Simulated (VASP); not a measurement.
# BeS: exact exchange and RPA correlation, part 3 of 6

How do cheaper functionals compare with the RPA for BeS, and at what cost? The scan starts from a database cell, scaled to the smallest volume of the series. The cell is of the zinc-blende type, one of the forms listed for this formula. The start is a cell from a database of measured crystal structures.

VASP 6.6.1, plane waves and PAW; the level of theory is named at each step.

So far. Step 8 (Comparison: HSE06, volume ratio 0.94): Its energy is -5.6240 eV an atom, on a zero of its own. Step 9 (Orbitals, volume ratio 0.97): The run ends at a pressure of 5.52 GPa.

The database entry behind the starting cell differs from later determinations by our own check (0.1 to 0.3 % short, probably kX units), so it need not match the best structure at ambient conditions.

### 10. Exact exchange, volume ratio 0.97

This step: Hartree-Fock energy on PBE orbitals; plane waves and PAW (S_GW, Be_GW) (VASP 6.6.1).

Exact exchange at this point.

INCAR reads:

```
SYSTEM = BeS
PREC = Accurate
ENCUT = 350
ISMEAR = 0
SIGMA = 0.05
LREAL = .FALSE.
GGA = PE
NBANDS = 10
ALGO = Eigenval
NELM = 1
LHFCALC = .TRUE.
AEXX = 1
ALDAC = 0
AGGAC = 0
PRECFOCK = Normal
LWAVE = .FALSE.
LCHARG = .FALSE.
```

POSCAR reads:

```
BeS
1.0
    0.0000000000      2.4005033757      2.4005033757
    2.4005033757      0.0000000000      2.4005033757
    2.4005033757      2.4005033757      0.0000000000
S Be
1 1
Direct
    0.7500000000      0.7500000000      0.7500000000
    0.0000000000      0.0000000000      0.0000000000
```

KPOINTS reads:

```
Automatic mesh
0
Gamma
4 4 4
0 0 0
```

PAW data sets: S_GW and Be_GW (PBE family, release 64).

The WAVECAR or CHGCAR of an earlier step is read.

Launch:

```bash
$ mpirun -np 8 vasp_std
```

Output:

```text
[banner, memory and clock lines left out]
running    8 mpi-ranks, on    1 nodes
[...]
[... a notice as in an earlier step ...]

 LDA part: xc-table for (Slater+PW92), standard interpolation
 [... a notice as in an earlier step ...]

 found WAVECAR, reading the header
  number of bands has changed, file:    10 present:    16
  trying to continue reading WAVECAR, but it might fail
 POSCAR, INCAR and KPOINTS ok, starting setup
[...]
reading WAVECAR
 random initialization beyond band           10
 the WAVECAR file was read successfully
 initial charge from wavefunction
 entering main loop
       N       E                     dE             d eps       ncg     rms          rms(c)
EIG:   1    -0.155208891366E+02   -0.15521E+02    0.00000E+00     0   0.000E+00
   1 F= -.15520889E+02 E0= -.15520889E+02  d E =-.627329E-11
```

The job ended after 1.8 s (8 MPI ranks of Intel Xeon 6975P-C (Granite Rapids), shared host; peak memory 0.79 GiB).

From OUTCAR (step 10):

```text
 POSITION                                       TOTAL-FORCE (eV/Angst)
 -----------------------------------------------------------------------------------
      3.60076      3.60076      3.60076         0.000000      0.000000      0.000000
      0.00000      0.00000      0.00000        -0.000000     -0.000000     -0.000000
 -----------------------------------------------------------------------------------
    total drift:                                0.000000      0.000000      0.000000

  FREE ENERGIE OF THE ION-ELECTRON SYSTEM (eV)
  ---------------------------------------------------
  free  energy   TOTEN  =       -15.5208891366 eV

  energy  without entropy=      -15.5208891366  energy(sigma->0) =      -15.52088914

[... 2 parts as in an earlier step ...]

[... 1 further part left out ...]
[key lines of the parts left out:]
E-fermi :   4.3433
```

The Hartree-Fock energy on these orbitals is -7.7604 eV an atom.

### 11. Empty bands, volume ratio 0.97

This step: PBE; plane waves and PAW (S_GW, Be_GW) (VASP 6.6.1).

The empty bands are made again, for the run that follows.

INCAR reads:

```
SYSTEM = BeS
PREC = Accurate
ENCUT = 350
ISMEAR = 0
SIGMA = 0.05
LREAL = .FALSE.
GGA = PE
NBANDS = 408
ALGO = Exact
NELM = 1
LWAVE = .TRUE.
LCHARG = .FALSE.
LOPTICS = .TRUE.
NEDOS = 1000
CSHIFT = 0.1
```

POSCAR is that of step 10.

KPOINTS is that of step 10.

Launch:

```bash
$ mpirun -np 8 vasp_std
```

Output:

```text
[... set-up lines as in an earlier step ...]
 entering main loop
       N       E                     dE             d eps       ncg     rms          rms(c)
DIA:   1    -0.987533405749E+01   -0.98753E+01    0.00000E+00     0   0.000E+00
   1 F= -.98753341E+01 E0= -.98753341E+01  d E =-.344104E-20
 writing wavefunctions
 optical routines
 imaginary and real dielectric function
 recalculating local potential from charge density
 direction            1
 direction            2
 direction            3
```

It took 1.4 s on 8 MPI ranks; peak memory 0.85 GiB.

Parts of OUTCAR (step 11):

```text
  Total        0.9526114      0.9526114      0.9526114      0.0000000      0.0000000      0.0000000
  in kB       55.1682731     55.1682731     55.1682731      0.0000000      0.0000000      0.0000000
  external PRESSURE =      55.1682731 kB  Pullay stress =       0.0000000 kB

 POSITION                                       TOTAL-FORCE (eV/Angst)
 -----------------------------------------------------------------------------------
      3.60076      3.60076      3.60076        -0.000000     -0.000000     -0.000000
      0.00000      0.00000      0.00000         0.000000      0.000000      0.000000
 -----------------------------------------------------------------------------------
    total drift:                               -0.000000     -0.000000     -0.000000

  FREE ENERGIE OF THE ION-ELECTRON SYSTEM (eV)
  ---------------------------------------------------
  free  energy   TOTEN  =        -9.8753340575 eV

  energy  without entropy=       -9.8753340575  energy(sigma->0) =       -9.87533406

[... 2 parts as in an earlier step ...]

[... 1 further part left out ...]
[key lines of the parts left out:]
E-fermi :   4.4426
```

### 12. RPA correlation, volume ratio 0.97

This step: RPA correlation on PBE orbitals; plane waves and PAW (S_GW, Be_GW) (VASP 6.6.1).

RPA correlation at this point.

INCAR reads:

```
SYSTEM = BeS
PREC = Accurate
ENCUT = 350
ISMEAR = 0
SIGMA = 0.05
LREAL = .FALSE.
GGA = PE
NBANDS = 408
ALGO = ACFDT
ENCUTGW = 200
NOMEGA = 12
PRECFOCK = Fast
LWAVE = .FALSE.
LCHARG = .FALSE.
```

POSCAR is that of step 11.

KPOINTS is that of step 11.

Launch:

```bash
$ mpirun -np 8 vasp_std
```

Output:

```text
[banner, memory and clock lines left out]
running    8 mpi-ranks, on    1 nodes
[...]
[... a notice as in an earlier step ...]

 LDA part: xc-table for (Slater+PW92), standard interpolation
 found WAVECAR, reading the header
 POSCAR, INCAR and KPOINTS ok, starting setup
[...]
reading WAVECAR
 the WAVECAR file was read successfully
 initial charge from wavefunction
 available memory per node:    112.46 GB, setting MAXMEM to    115161

 The Fermi energy was updated, please check that it is located mid-gap
 values below the HOMO (VB) or above the LUMO (CB) will cause erroneous energies
 E-fermi :   5.6354

 the WAVEDER file was read successfully
 set NWRITE>2 for more details about minimax calculation
 number of imaginary grid points requested:      12
 number of distinct grids requested:  1
 quadrature errors minimized for energies in [ 0.302E+01, 0.351E+03 ]
 bosonic grid (T=0, re) determined with error: 0.4398E-08
 bosonic grid (re): 0.4398E-08
[...]
NQ=   2    0.2500    0.0000    0.0000,
|.........|.........|.........|.........
 performed       2482000 updates of chi_q(r,r)
 total number of BLAS operations        563.80 Gflops
NQ=   3    0.5000    0.0000    0.0000,
|.........|.........|.........|.........
 performed       3723000 updates of chi_q(r,r)
 total number of BLAS operations        844.03 Gflops
NQ=   4    0.2500    0.2500    0.0000,
|.........|.........|.........|.........
 performed       4964000 updates of chi_q(r,r)
 total number of BLAS operations       1158.61 Gflops
NQ=   5    0.5000    0.2500    0.0000,
|.........|.........|.........|.........
 performed       6205000 updates of chi_q(r,r)
 total number of BLAS operations       1473.19 Gflops
NQ=   6   -0.2500    0.2500    0.0000,
|.........|.........|.........|.........
 performed       7446000 updates of chi_q(r,r)
 total number of BLAS operations       1794.88 Gflops
NQ=   7    0.5000    0.5000    0.0000,
|.........|.........|.........|.........
 performed       8687000 updates of chi_q(r,r)
 total number of BLAS operations       2153.31 Gflops
NQ=   8   -0.2500    0.5000    0.2500,
|.........|.........|.........|.........
 performed       9928000 updates of chi_q(r,r)
 total number of BLAS operations       2460.86 Gflops
 entering main loop
```

The job ended after 11 s (8 MPI ranks; peak memory 1.1 GiB; 83 s of CPU time).

Parts of OUTCAR (step 12):

```text
      cutoff energy     smooth cutoff   RPA   correlation   Hartree contr. to MP2
---------------------------------------------------------------------------------
            200.000           160.000      -11.5657532108      -17.6537976798
            190.476           152.381      -11.5055768394      -17.5880557450
            181.406           145.125      -11.4421882797      -17.5185179339
            172.768           138.214      -11.3742008909      -17.4435355042
            164.541           131.632      -11.3006800151      -17.3620830069
            156.705           125.364      -11.2223475043      -17.2748493098
            149.243           119.394      -11.1407085119      -17.1833635267
            142.136           113.709      -11.0510007065      -17.0823358569
  linear regression

[... 3 parts as in an earlier step ...]

[... 1 further part left out ...]
[key lines of the parts left out:]
E-fermi :   5.6354
```

Extrapolated by the program to an infinite response cutoff, the correlation energy is -6.1663 eV an atom, +16 meV against the point before. With exact exchange the total is -13.9268 eV an atom.

### 13. Comparison: r2SCAN, volume ratio 0.97

This step: r2SCAN; plane waves and PAW (S_GW, Be_GW) (VASP 6.6.1).

The comparison at this point.

INCAR reads:

```
SYSTEM = BeS
PREC = Accurate
ENCUT = 350
EDIFF = 1E-06
NELM = 100
ISMEAR = 0
SIGMA = 0.05
LREAL = .FALSE.
ALGO = Normal
METAGGA = R2SCAN
LASPH = .TRUE.
NBANDS = 10
LWAVE = .FALSE.
LCHARG = .FALSE.
KPAR = 8
```

POSCAR is that of step 12.

KPOINTS is that of step 12.

Launch:

```bash
$ mpirun -np 8 vasp_std
```

Output:

```text
[banner, memory and clock lines left out]
running    8 mpi-ranks, on    1 nodes
[...]
[... a notice as in an earlier step ...]

 [... a notice as in an earlier step ...]

 LDA part: xc-table for (None), standard interpolation
 POSCAR, INCAR and KPOINTS ok, starting setup
[...]
entering main loop
       N       E                     dE             d eps       ncg     rms          rms(c)
DAV:   1     0.591818891018E+01    0.59182E+01   -0.37358E+03   160   0.580E+02
DAV:   2    -0.153958870571E+02   -0.21314E+02   -0.20852E+02   222   0.103E+02
DAV:   3    -0.162056023458E+02   -0.80972E+00   -0.80841E+00   214   0.200E+01
DAV:   4    -0.162223689840E+02   -0.16767E-01   -0.16765E-01   216   0.262E+00
[...]
DAV:   9    -0.146608738933E+02   -0.26337E-03   -0.45320E-04   204   0.152E-01    0.382E-02
DAV:  10    -0.146609304229E+02   -0.56530E-04   -0.72372E-05   202   0.723E-02    0.267E-03
DAV:  11    -0.146609309128E+02   -0.48989E-06   -0.13719E-06   190   0.817E-03
   1 F= -.14660931E+02 E0= -.14660931E+02  d E =-.204662E-18
```

Elapsed: 3.4 s, on 8 MPI ranks; peak memory 1 GiB; 22 s of CPU time.

Parts of OUTCAR (step 13):

```text
  Total        0.9018777      0.9018777      0.9018777     -0.0000000     -0.0000000     -0.0000000
  in kB       52.2301506     52.2301506     52.2301506     -0.0000000     -0.0000000     -0.0000000
  external PRESSURE =      52.2301506 kB  Pullay stress =       0.0000000 kB

  FREE ENERGIE OF THE ION-ELECTRON SYSTEM (eV)
  ---------------------------------------------------
  free  energy   TOTEN  =       -14.6609309128 eV

  energy  without entropy=      -14.6609309128  energy(sigma->0) =      -14.66093091

[... 3 parts as in an earlier step ...]

[... 1 further part left out ...]
[key lines of the parts left out:]
E-fermi :   4.2120
```

Its energy is -7.3305 eV an atom, on a zero of its own.

### 14. Orbitals for comparison: HSE06, volume ratio 0.97

This step: PBE; plane waves and PAW (S_GW, Be_GW) (VASP 6.6.1).

Starting orbitals, as before.

INCAR reads:

```
SYSTEM = BeS
PREC = Accurate
ENCUT = 350
EDIFF = 1E-05
NELM = 100
ISMEAR = 0
SIGMA = 0.05
LREAL = .FALSE.
ALGO = Normal
GGA = PE
NBANDS = 10
LORBIT = 11
LWAVE = .TRUE.
LCHARG = .FALSE.
KPAR = 8
```

POSCAR is that of step 13.

KPOINTS is that of step 13.

Launch:

```bash
$ mpirun -np 8 vasp_std
```

Output:

```text
[... set-up lines as in an earlier step ...]
 entering main loop
       N       E                     dE             d eps       ncg     rms          rms(c)
[... 9 cycles as in an earlier step ...]
DAV:  10    -0.987532983565E+01   -0.54456E-05   -0.43395E-05   212   0.404E-02
   1 F= -.98753298E+01 E0= -.98753298E+01  d E =-.510698E-15
 writing wavefunctions
```

Run time: 1.4 s. Hardware: 8 MPI ranks; peak memory 0.93 GiB; 6.2 s of CPU time.

Parts of OUTCAR (step 14):

```text
  Total        0.9531542      0.9531542      0.9531542      0.0000000      0.0000000     -0.0000000
  in kB       55.1997107     55.1997107     55.1997107      0.0000000      0.0000000     -0.0000000
  external PRESSURE =      55.1997107 kB  Pullay stress =       0.0000000 kB

  FREE ENERGIE OF THE ION-ELECTRON SYSTEM (eV)
  ---------------------------------------------------
  free  energy   TOTEN  =        -9.8753298356 eV

  energy  without entropy=       -9.8753298356  energy(sigma->0) =       -9.87532984

[... 3 parts as in an earlier step ...]

[... 1 further part left out ...]
[key lines of the parts left out:]
E-fermi :   4.3915
```

The run ends at a pressure of 5.52 GPa.

### 15. Comparison: HSE06, volume ratio 0.97

This step: HSE06; plane waves and PAW (S_GW, Be_GW) (VASP 6.6.1).

The comparison at this point.

INCAR reads:

```
SYSTEM = BeS
PREC = Accurate
ENCUT = 350
EDIFF = 1E-06
NELM = 100
ISMEAR = 0
SIGMA = 0.05
LREAL = .FALSE.
ALGO = Normal
LHFCALC = .TRUE.
AEXX = 0.25
GGA = PE
HFSCREEN = 0.2
LASPH = .TRUE.
NBANDS = 10
PRECFOCK = Fast
LWAVE = .FALSE.
LCHARG = .FALSE.
KPAR = 8
```

POSCAR is that of step 14.

KPOINTS is that of step 14.

The run starts from files that an earlier step left in the folder.

Launch:

```bash
$ mpirun -np 8 vasp_std
```

Output:

```text
[... set-up lines as in an earlier step ...]
 entering main loop
       N       E                     dE             d eps       ncg     rms          rms(c)
DAV:   1    -0.112785075821E+02   -0.11279E+02   -0.18085E-01   170   0.258E+00    0.179E-01
DAV:   2    -0.112797972777E+02   -0.12897E-02   -0.54300E-03   206   0.535E-01    0.132E-01
DAV:   3    -0.112795816518E+02    0.21563E-03   -0.32149E-04   194   0.132E-01    0.825E-02
DAV:   4    -0.112794959786E+02    0.85673E-04   -0.57362E-05   206   0.476E-02    0.503E-02
DAV:   5    -0.112794668866E+02    0.29092E-04   -0.13686E-05   220   0.247E-02    0.303E-02
DAV:   6    -0.112794567825E+02    0.10104E-04   -0.37770E-06   222   0.138E-02    0.180E-02
DAV:   7    -0.112794531861E+02    0.35965E-05   -0.12986E-06   162   0.830E-03    0.107E-02
DAV:   8    -0.112794520267E+02    0.11594E-05   -0.40473E-07    94   0.504E-03    0.637E-03
DAV:   9    -0.112794516649E+02    0.36184E-06   -0.24650E-07   100   0.374E-03
   1 F= -.11279452E+02 E0= -.11279452E+02  d E =-.136465E-15
```

Run time: 5.4 s. Hardware: 8 MPI ranks; peak memory 1.6 GiB; 38 s of CPU time.

OUTCAR, selected parts (step 15):

```text
 POSITION                                       TOTAL-FORCE (eV/Angst)
 -----------------------------------------------------------------------------------
      3.60076      3.60076      3.60076        -0.000000     -0.000000     -0.000000
      0.00000      0.00000      0.00000         0.000000      0.000000      0.000000
 -----------------------------------------------------------------------------------
    total drift:                                0.000002      0.000001      0.000001

  FREE ENERGIE OF THE ION-ELECTRON SYSTEM (eV)
  ---------------------------------------------------
  free  energy   TOTEN  =       -11.2794516649 eV

  energy  without entropy=      -11.2794516649  energy(sigma->0) =      -11.27945166

[... 2 parts as in an earlier step ...]

[... 1 further part left out ...]
[key lines of the parts left out:]
E-fermi :   3.7150
```

Its energy is -5.6397 eV an atom, on a zero of its own.

### 16. Orbitals, volume ratio 1

This step: PBE; plane waves and PAW (S_GW, Be_GW) (VASP 6.6.1).

The same chain follows at a volume ratio of 1.

INCAR reads:

```
SYSTEM = BeS
PREC = Accurate
ENCUT = 350
EDIFF = 1E-08
NELM = 100
ISMEAR = 0
SIGMA = 0.05
LREAL = .FALSE.
ALGO = Normal
GGA = PE
NBANDS = 10
LORBIT = 11
LWAVE = .TRUE.
LCHARG = .FALSE.
KPAR = 8
```

POSCAR reads:

```
BeS
1.0
    0.0000000000      2.4250000000      2.4250000000
    2.4250000000      0.0000000000      2.4250000000
    2.4250000000      2.4250000000      0.0000000000
S Be
1 1
Direct
    0.7500000000      0.7500000000      0.7500000000
    0.0000000000      0.0000000000      0.0000000000
```

KPOINTS is that of step 15.

Launch:

```bash
$ mpirun -np 8 vasp_std
```

Output:

```text
[... set-up lines as in an earlier step ...]
 entering main loop
       N       E                     dE             d eps       ncg     rms          rms(c)
DAV:   1     0.123097324591E+02    0.12310E+02   -0.32604E+03   160   0.526E+02
DAV:   2    -0.940864560343E+01   -0.21718E+02   -0.21233E+02   240   0.103E+02
DAV:   3    -0.100693158641E+02   -0.66067E+00   -0.66003E+00   198   0.167E+01
DAV:   4    -0.100790079211E+02   -0.96921E-02   -0.96894E-02   252   0.218E+00
[...]
DAV:  11    -0.989658641554E+01   -0.45809E-05   -0.78936E-06   182   0.183E-02    0.959E-04
DAV:  12    -0.989658627081E+01    0.14472E-06   -0.20862E-07   212   0.283E-03    0.339E-04
DAV:  13    -0.989658626155E+01    0.92595E-08   -0.22546E-08   174   0.111E-03
   1 F= -.98965863E+01 E0= -.98965863E+01  d E =-.362285E-18
 writing wavefunctions
```

Elapsed: 1.4 s, on 8 MPI ranks; peak memory 0.95 GiB; 5.9 s of CPU time.

OUTCAR, selected parts (step 16):

```text
  Total        0.4048606      0.4048606      0.4048606     -0.0000000     -0.0000000      0.0000000
  in kB       22.7431628     22.7431628     22.7431628     -0.0000000     -0.0000000      0.0000000
  external PRESSURE =      22.7431628 kB  Pullay stress =       0.0000000 kB

 POSITION                                       TOTAL-FORCE (eV/Angst)
 -----------------------------------------------------------------------------------
      3.63750      3.63750      3.63750        -0.000000     -0.000000     -0.000000
      0.00000      0.00000      0.00000         0.000000      0.000000      0.000000
 -----------------------------------------------------------------------------------
    total drift:                               -0.000000     -0.000000     -0.000000

  FREE ENERGIE OF THE ION-ELECTRON SYSTEM (eV)
  ---------------------------------------------------
  free  energy   TOTEN  =        -9.8965862616 eV

  energy  without entropy=       -9.8965862616  energy(sigma->0) =       -9.89658626

[... 1 part as in an earlier step ...]

[... 2 further parts left out ...]
[key lines of the parts left out:]
E-fermi :   4.1144
```

The run ends at a pressure of 2.27 GPa.

### 17. Exact exchange, volume ratio 1

This step: Hartree-Fock energy on PBE orbitals; plane waves and PAW (S_GW, Be_GW) (VASP 6.6.1).

Exact exchange at this point.

INCAR reads:

```
SYSTEM = BeS
PREC = Accurate
ENCUT = 350
ISMEAR = 0
SIGMA = 0.05
LREAL = .FALSE.
GGA = PE
NBANDS = 10
ALGO = Eigenval
NELM = 1
LHFCALC = .TRUE.
AEXX = 1
ALDAC = 0
AGGAC = 0
PRECFOCK = Normal
LWAVE = .FALSE.
LCHARG = .FALSE.
```

POSCAR is that of step 16.

KPOINTS is that of step 16.

The WAVECAR or CHGCAR of an earlier step is read.

Launch:

```bash
$ mpirun -np 8 vasp_std
```

Output:

```text
[... set-up lines as in an earlier step ...]
 entering main loop
       N       E                     dE             d eps       ncg     rms          rms(c)
EIG:   1    -0.155614618224E+02   -0.15561E+02    0.00000E+00     0   0.000E+00
   1 F= -.15561462E+02 E0= -.15561462E+02  d E =-.982906E-38
```

Run time: 1.8 s. Hardware: 8 MPI ranks; peak memory 0.78 GiB.

OUTCAR, selected parts (step 17):

```text
  FREE ENERGIE OF THE ION-ELECTRON SYSTEM (eV)
  ---------------------------------------------------
  free  energy   TOTEN  =       -15.5614618224 eV

  energy  without entropy=      -15.5614618224  energy(sigma->0) =      -15.56146182

[... 3 parts as in an earlier step ...]

[... 1 further part left out ...]
[key lines of the parts left out:]
E-fermi :   4.2647
```

The Hartree-Fock energy on these orbitals is -7.7807 eV an atom.

(Part 3 of 6 ends here.)

[Lines on the potential files, build, host, timing and source positions are cut from VASP's logs without a mark.]

[Logs are printed without paths, hosts, clocks, repeated set-up lines and the standing remarks that a program may print on its own settings, such as how far it seeks lower states.]

[Hosts, paths, dates, database ids (printed as entryN), source tags and the programs' standing remarks are cut or masked in the printed files.]

[Pressures printed for these runs are not shown converged in the cutoff: they can be off by several GPa and have the wrong sign.]
